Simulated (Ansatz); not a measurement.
# PbSe (Clausthalite): equation of state with RPBE+D4

Crystal: PbSe (Clausthalite).

```
Pb Se
1.0
     0.00000    3.06065    3.06065
     3.06065    0.00000    3.06065
     3.06065    3.06065    0.00000
Pb Se
1 1
Cartesian
  0.0000 0.0000 0.0000
  3.0606 3.0606 3.0606
```

```
Program             : Ansatz 0.2.0
Task                : equation of state
Functional          : RPBE
Dispersion          : D4
Potentials or basis : Ansatz PAW
Cutoff              : 420 eV
Density cutoff      : 1680 eV
k mesh              : 8 × 8 × 8
Occupations         : fermi-dirac, width 0.05 eV
Spin                : no spin polarisation
```

The equilibrium volume is 28.83 Å³/atom (rough: see the caveat). The bulk modulus is 36 GPa (rough).

Energy against volume, from the lowest point:
```tsv
volume (Å³/atom)	energy (meV/atom)
26.951	21.25
27.524	9.77
28.097	2.84
28.671	0.00
29.244	0.73
29.818	3.98
30.391	6.33
```

All runs of the series together: 9.4 s on 2 threads of Arm Neoverse V1, on a shared host.

Caveat: the potentials were made for another functional, which shifts forces and pressure; the fit is doubtful: noisy points or a state that changes with volume. Spin-orbit coupling is left out, which matters for the levels of Pb.
